Q: Suppose I take a NiGe crystal, hold every atom rigidly in its half, and slide the upper half over the lower. Where along the way is the slide most costly?

Rigid, unrelaxed slip of NiGe (Pnma, 16-atom cell) on the (001) plane along the full slip vector a − b, one fault per cell; fault energies are free energies relative to the undisturbed crystal. Calculated with Ansatz 0.2.0: PBE, scalar-relativistic plane-wave PAW, no spin polarisation, cutoff 420 eV, Gamma-centred 7×11×4 k mesh, Gaussian smearing of 0.15 eV.

```tsv
slip (fraction of the slip vector)	fault energy (mJ/m²)	shear traction (GPa (slope of the fault energy along the slip))
0	0	-0.1
0.1	1260	37.3
0.2	3610	24.1
0.4	10130	227.0
0.8	6080	-153.2
```

A: Of the five positions, slip 0.4 costs most, 10130 mJ/m². The true top lies further on. The shear traction is the slope of the energy along the slip: positive means that the crystal resists going further, negative that it is being pushed onward. It is strongly positive at 0.4 and strongly negative at 0.8, so the energy still climbs after 0.4 and turns over somewhere before 0.8.

Q: What makes it so costly?

A: Atoms run into each other. The cut passes between two faces of Ge atoms whose heights differ by only 1.02 Å, and the rigid slide does not let them step aside. The shortest distance between any two atoms in the cell is 2.35 Å in the perfect crystal and 1.61 Å at slip 0.4. Across all five rows, the shorter this distance, the higher the energy, even though the rows do not follow that order along the slip.

Q: Then why does the traction fall between 0.1 and 0.2, while the energy nearly triples?

A: Because the atoms are then pushing in another direction. The closest pair in these rows is a Ni and a Ge atom on opposite sides of the cut. They pass each other at slip 0.22, so at 0.2 they stand almost abreast and their repulsion points mostly across the plane. It forces the halves apart far more than it resists the slide.

The forces on one Ni and one Ge atom beside the cut show this directly. Divided by the area of the plane, their push across it grows from 50 to 132 GPa between 0.1 and 0.2, while their resistance along the slip drops from 35 to 22 GPa. These two atoms alone account for the total traction to within 8 % at every displaced position. That tells us where the resistance sits; it is no independent test, since the traction is itself a sum of such forces.

A simpler system behaves the same way: a bead on a straight wire that passes a fixed bead repelling it. The energy is highest at closest approach, yet the push along the wire vanishes there. The comparison holds for one pair at a time. In the crystal other neighbours act too, and a second collision begins before the first has died away.

Q: Slips 0.2 and 0.8 are equally far from a perfect crystal. Why does 0.8 cost so much more?

A: They are equally far in slip, but not equally far from the second collision. This one is between two Ge atoms, and it is the closest contact at both 0.4 and 0.8. Their closest approach comes at slip 0.59, beyond the halfway point. At 0.8 the two atoms are still only 1.75 Å apart, whereas at 0.2 they were at 2.70 Å.

The position of the closest approach follows from Pythagoras. Call the slip x, the length of the full slip vector L = 6.42 Å, and the closest distance h, reached at x₀. The distance d of a pair then obeys

d² = h² + L²(x − x₀)²

The distances at 0.4 and 0.8 fix the two unknowns for the Ge pair: x₀ = 0.585 and h = 1.08 Å. The energy peak probably lies near this x₀, although no row was calculated there.

Q: Can you check that picture against something that did not go into it?

A: The direction of the force is such a check. If the two Ge atoms simply repel along the line that joins them, the force along the slip, divided by the force across the plane, must equal the ratio of the corresponding distances. At slip 0.4 this gives

distance along the slip: 6.42 Å × (0.585 − 0.4) = 1.19 Å

expected force ratio: 1.19 / 1.02 = 1.16 (from the unrounded distances)

The calculated force on the Ge atom has a ratio of 1.08, so the estimate is 8 % too high. At 0.8 the same reasoning gives −1.35 against −1.38. The change of sign says that the atoms have passed each other and now drive the slide onward. The distances at these two rows were used to find x₀, but the forces were not.

Q: A simple model draws the energy of such a slide as a single smooth wave and takes its steepest slope as the ideal shear strength. Could I use that here?

A: It would mislead you badly. That is the Frenkel model: the energy rises and falls once over the full slip, as sin²(πx). With its height fitted to the energies of all five rows, it comes within 6 % at slip 0.4, which looks respectable. But its steepest slope anywhere is 58 GPa, while the calculated traction at 0.4 is 227 GPa.

The wave is probably wrong in height as well as in shape. At 0.4 the energy is still climbing steeply, more than an ångström before the Ge atoms are closest, so the true peak probably stands well above the fitted one. The repulsion between two atoms also grows ever faster as they close in, whereas the Frenkel wave spreads its rise gently over half the slip vector. A curve can therefore pass close to an energy and still have quite the wrong slope. The wave is also symmetric about the halfway point, so it makes 0.2 and 0.8 equal and falls a third short of the calculated energy at 0.8. The printed output below sets the wave beside the pair distances and forces.

Q: So do I need 227 GPa to shear NiGe?

A: No. That is the resistance of a crystal whose atoms are forbidden to avoid each other. A real crystal can open the gap a little and shift its atoms sideways, and it usually slips by moving dislocations rather than whole planes at once.

The neighbouring calculation to ask for is the same slide with the atoms free to relax and the two halves free to separate, the slip itself being held fixed. Its energies cannot lie above these, because the rigid arrangement remains one of the choices open to it. The strong push across the plane at 0.2 shows which way the halves would move first. How far the energies would fall can only be learned by running it.

A close-packed metal such as aluminium is a gentler case even before relaxation. Its close-packed planes stand more than twice as far apart as the two Ge faces here, so atoms ride over one another instead of meeting nearly head-on. For a new material, then, look first at the gap between the faces and at which atoms pass close to each other along the slip. A narrow gap with a near-direct hit means a steep energy curve, and a lopsided one if the hit falls away from the halfway point.

Q: Which digits of the table would you defend?

A: The smearing of the electronic levels changes the energies by at most 13 mJ/m², which is negligible beside thousands. The traction of −0.1 GPa at slip 0 comes from small forces left over in the starting crystal and should be read as zero. The wave cutoff and the k mesh are the same in every row, so the table cannot show how much they matter. The close contacts are a further weak point. At 1.6 to 1.8 Å between Ge atoms, the atomic spheres of the PAW method probably overlap strongly, and the method is less reliable there. I would therefore trust the order of the energies at 0.4 and 0.8 more than their last digits. The calculation also excludes magnetism, so a magnetic state of lower energy remains possible.

The spacing of the rows sets another limit. Between 0.2 and 0.4 the energy rises with a mean slope of 51 GPa, but the average of the tractions at the two ends is 126 GPa. The simplest reading is that the slope stays low for much of that interval and shoots up near its end. A straight line drawn between the two tractions would give more than twice the true rise in energy, and a shallow dip in the energy could hide between the two rows. To decide whether the slide has a metastable resting place, I would add points there and let the atoms relax.

Numerical output:

```
Pair distances in Å and forces of two atoms per area in GPa:
  row  shortest  NiGe_track  GeGe_track  along_slip  opening
  0.0     2.354       2.354       3.911    -0.07669  0.04264
  0.1     2.028       2.028       3.299       34.64    50.28
  0.2     1.874       1.873         2.7       22.46      132
  0.4     1.608       2.185       1.608       230.5    237.5
  0.8     1.753       4.148       1.753      -155.6      115
Slip at which the Ni-Ge pair is closest: 0.2232
Closest Ni-Ge distance on the track, Å: 1.867
Slip at which the Ge-Ge pair is closest: 0.5852
Closest Ge-Ge distance on the track, Å: 1.082
Force on Ge along slip over force across plane, slips 0.4 and 0.8: 1.077, -1.375
The same ratio from the Ge-Ge geometry alone, slips 0.4 and 0.8: 1.164, -1.35
fit of fault_energy on 5 rows: coefficient of sq 11849 +/- 1032; rms 953, worst 0.8 -1986, leave-one-out rms 1530
Frenkel wave and slopes between rows:
  row  energy_mJ_m2  traction_GPa  true_mean_slope_GPa  mean_of_end_tractions_GPa
  0.0             0             0                  n/a                        n/a
  0.1          1131         34.07                19.62                       18.6
  0.2          4094         55.13                36.59                       30.7
  0.4         10717         34.07                50.76                      125.5
  0.8          4094        -55.13               -15.77                       36.9
Fault energy at 0.8 over that at 0.2: 1.684
Change of traction from 0.1 to 0.2, percent: -35.39
Highest traction of the Frenkel wave, GPa: 57.97
Frenkel energy less computed at 0.8, percent: -32.67
Largest smearing correction, mJ/m2: 12.67
```
